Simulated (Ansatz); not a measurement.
Stackings of close-packed layers of GaN (tetrahedral net, letters for double layers), each relaxed to a stress under 0.05 GPa; h and k mark layers whose two neighbours have the same or different letters; energies count from the stacking AB (P6_3mc).

Method: DFT PBEsol, scalar-relativistic, plane waves, PAW in Ansatz.

Cutoff 420 eV; k points 12×12×2 on the computed 12-atom cell (Γ-centred); Gaussian smearing, width 0.02 eV; no spin polarisation.

Start (ABCACB (hkkhkk)):

```
CELL_PARAMETERS angstrom
3.18269 0.00000 0.00000
-1.59134 2.75629 0.00000
0.00000 0.00000 15.55740
ATOMIC_POSITIONS crystal
Ga 0.00000 0.00000 0.00000
N 0.00000 0.00000 0.12500
Ga 0.33333 0.66667 0.16667
N 0.33333 0.66667 0.29167
Ga 0.66667 0.33333 0.33333
N 0.66667 0.33333 0.45833
Ga 0.00000 0.00000 0.50000
N 0.00000 0.00000 0.62500
Ga 0.66667 0.33333 0.66667
N 0.66667 0.33333 0.79167
Ga 0.33333 0.66667 0.83333
N 0.33333 0.66667 0.95833
```

Task: What does the relaxation give?

Result: The free energy falls by 0 meV/atom.

- excess energy (meV/atom): 3.8
- spacing of like layers (Å): 2.596
- a (Å): 3.181
- gap on the mesh (eV): 1.76

Relaxed structure:
```xyz
12
Lattice="3.1811 0.0000 0.0000 -1.5906 2.7549 0.0000 0.0000 0.0000 15.5731" Properties=species:S:1:pos:R:3 pbc="T T T"
Ga    0.0000    0.0000    0.0005
N     0.0000    0.0000    1.9489
Ga    0.0000    1.8366    2.5929
N     0.0000    1.8366    4.5428
Ga    1.5906    0.9183    5.1892
N     1.5906    0.9183    7.1388
Ga    0.0000    0.0000    7.7870
N     0.0000    0.0000    9.7354
Ga    1.5906    0.9183   10.3795
N     1.5906    0.9183   12.3293
Ga    0.0000    1.8366   12.9758
N     0.0000    1.8366   14.9253
```

It took 2.2 min on 1 thread of Intel(R) Xeon(R) Platinum 8259CL CPU @ 2.50GHz (Skylake/Cascade Lake), with other jobs on the host, peak memory 0.58 GiB.